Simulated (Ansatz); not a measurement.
Runs of Ansatz 0.2.0 on Yb. Symmetry: Im-3m, No. 229, cubic system. Conventional cell: a = 4.303 Å, b = 4.303 Å, c = 4.303 Å, α = 90.00°, β = 90.00°, γ = 90.00°. Yb (site symmetry m-3m) is surrounded by 8 Yb at 3.73 Å. This isn't the form of Yb at room conditions, which is fcc.

```csv
level,U,gap on the mesh (eV),pressure (GPa),moment (μB)
PBEsol+U,Yb f U = 8 eV,none,-1.0,0.00
PBEsol+U,Yb f U = 2 eV,none,-2.4,0.00
PBEsol+U,Yb f U = 6 eV,none,-1.3,0.00
PBEsol+U,Yb f U = 4 eV,none,(b),0.00
PBEsol,-,none,(a),0.00
```

Alike in all rows: task density of states; potentials or basis all-electron LAPW, scalar-relativistic; spin collinear, ferromagnetic start; cell as given; k mesh 9 × 9 × 9; cutoff (eV) 184; smearing fermi-dirac 0.05 eV; basis error allowed 0.001 eV/atom.

Q: Estimate the missing entries.

A: (a) -3.4; (b) -1.8.

Caveats: an open f shell can end in a state above the lowest; spin-orbit coupling is left out, which moves the levels of the heavy elements; the magnetic state may not be the lowest (some runs); U is the effective U less J, on atomic orbitals that reach past the spheres (some runs); the starting moments weren't kept (some runs).

A k mesh can miss the band edges, and the runs leave out spin-orbit coupling on Yb.

A gap of «none» marks a metal or a gap under the smearing width.
